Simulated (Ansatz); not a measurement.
# Relaxation of ZnSe

Theory: Ansatz, DFT PBEsol, scalar-relativistic, plane waves, PAW. Settings: 420 eV cutoff, 8×8×6 k-mesh, Gaussian smearing of 0.02 eV, no spin polarisation.

What was changed: uniaxial strain along c, with a, b and atoms relaxed: -2.0 %.

Command:

```bash
ansatz run input.yaml --threads 1 --pin off --max-ram 2560MiB --backend cpu --events-out ev --progress --plain --runs-dir out
```

Input:

```yaml
crystal:
  lattice:
    - [2.8307067855, 2.8307067855, 0.0]
    - [-2.8307067855, 2.8307067855, 0.0]
    - [0.0, 0.0, 5.5205823876]
  atoms:
    - { symbol: Zn, position: [0.0, 0.0, 0.0] }
    - { symbol: Zn, position: [0.5, 0.5, 0.5] }
    - { symbol: Se, position: [0.5, 0.0, 0.25] }
    - { symbol: Se, position: [0.0, 0.5, 0.75] }
basis:
  ecutwfc: 420
kpoints:
  mp_grid: { grid: [8, 8, 6] }
hamiltonian:
  xc: pbesol
scf:
  occupations: { method: gaussian, width: 0.02 }
output:
  forces: true
  stress: true
  eigenvalues: true
  write_density: true
  write_potential: true
  elf: true
  volumetric_format: npy
relax:
  adjacent_minimum: "off"
  f_tol: 0.008
  max_steps: 40
  cell: { stress_tol: 0.015, fix: [c, angles] }
```

F is the free energy. Steps run on the plane waves of an earlier cell, but the last one, and at times one on the way, on a freshly chosen basis, so a repeated geometry can differ a little in energy. The held parts of the cell keep their stress, so P needn't end at zero.

Steps:

```json
{"step": "1", "F − F(1) (eV)": "0.0000", "largest force component (eV/Å)": "0.000", "V (Å³/atom)": "22.118", "P (GPa)": "0.67"}
{"step": "2", "F − F(1) (eV)": "-0.0004", "largest force component (eV/Å)": "0.000", "V (Å³/atom)": "22.205", "P (GPa)": "0.41"}
{"step": "3", "F − F(1) (eV)": "-0.0004", "largest force component (eV/Å)": "0.000", "V (Å³/atom)": "22.236", "P (GPa)": "0.31"}
{"step": "4", "F − F(1) (eV)": "-0.0006", "largest force component (eV/Å)": "0.000", "V (Å³/atom)": "22.236", "P (GPa)": "0.31"}
```

Relaxed structure:

```xyz
4
Lattice="2.8382 2.8382 0.0000 -2.8382 2.8382 0.0000 0.0000 0.0000 5.5206" Properties=species:S:1:pos:R:3 pbc="T T T"
Zn    0.0000    0.0000    0.0000
Zn    0.0000    2.8382    2.7603
Se    1.4191    1.4191    1.3801
Se   -1.4191    1.4191    4.1404
```

The structure is tetragonal, space group I-4m2 (No. 119). Conventional cell: a = 4.014 Å, b = 4.014 Å, c = 5.521 Å, α = 90.00°, β = 90.00°, γ = 90.00°. Zn (site symmetry -4m2) has 4 Se at 2.44 Å as nearest neighbours. Se (site symmetry -4m2) is surrounded by 4 Zn at 2.44 Å.

The run converged. It took 39 s on 1 thread of AMD EPYC 9R14 (Zen 4) (shared host), peak memory 0.49 GiB.